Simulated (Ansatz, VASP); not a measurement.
# One calculation of InAs, two programs

File INCAR:

```
PREC = Accurate
ENCUT = 520
EDIFF = 1E-6
ISMEAR = 0
SIGMA = 0.1
LREAL = F
LASPH = T
NELM = 100
ALGO = Normal
ISIF = 2
LWAVE = F
LCHARG = F
GGA = PE
NBANDS = 16
```

KPOINTS

```
regular mesh
0
Gamma
  12 12 12
```

File POSCAR:

```
InAs
1.0
    0.0000000000      3.0932299442      3.0932299442
    3.0932299442      0.0000000000      3.0932299442
    3.0932299442      3.0932299442      0.0000000000
In As
1 1
Direct
    0.0000000000      0.0000000000      0.0000000000
    0.2500000000      0.2500000000      0.2500000000
```

Input for Ansatz:

```yaml
crystal:
  lattice:
    - [0.0, 3.0932299442, 3.0932299442]
    - [3.0932299442, 0.0, 3.0932299442]
    - [3.0932299442, 3.0932299442, 0.0]
  atoms:
    - { symbol: In, position: [0.0, 0.0, 0.0] }
    - { symbol: As, position: [0.25, 0.25, 0.25] }
basis:
  ecutwfc: 420
kpoints:
  mp_grid: { grid: [12, 12, 12] }
  band_path:
    path:
      - [[0.0, 0.0, 0.0], [-0.5, -0.5, 0.0], [-0.375, -0.375, 0.25]]
      - [[-0.375, 0.0, 0.375], [0.0, 0.0, 0.0], [0.0, 0.0, 0.5], [-0.5, -0.25, 0.25], [-0.5, -0.5, 0.0]]
    npoints: 10
hamiltonian:
  xc: pbe
  pseudopotentials: { kind: paw }
scf:
  occupations: { method: gaussian, width: 0.1 }
  n_extra_bands: 7
output:
  forces: true
  stress: true
  eigenvalues: true
  dos: { projected: false, de: 0.02, nscf_kmesh: { grid: [18, 18, 18] } }
  write_density: true
  write_potential: true
  elf: true
  volumetric_format: npy
```

Alike in both runs: task single point; functional PBE; k mesh 12 × 12 × 12; occupations gaussian, width 0.1 eV; no spin polarisation.

|  | VASP | Ansatz |
| --- | --- | --- |
| version | VASP 6.6.1 | Ansatz 0.2.0 |
| potentials or method | VASP PAW PBE potentials, release 64 (In_d, As) | scalar-relativistic, plane waves, PAW |
| plane-wave cutoff (eV) | 520 | 420 |
| valence electrons in the cell | 18 | 28 |

|  | VASP | Ansatz | Ansatz less VASP |
| --- | --- | --- | --- |
| gap on the k mesh at the Fermi level (eV) | none | none | - |
| pressure (GPa) | 0.0 | 0.0 | -0.04 |

A gap of «none» marks a metal or a gap that the smearing closes. With one functional, cell and mesh, what is left measures potentials, basis and numerics. The two sets of potentials don't hold the same shells in valence.
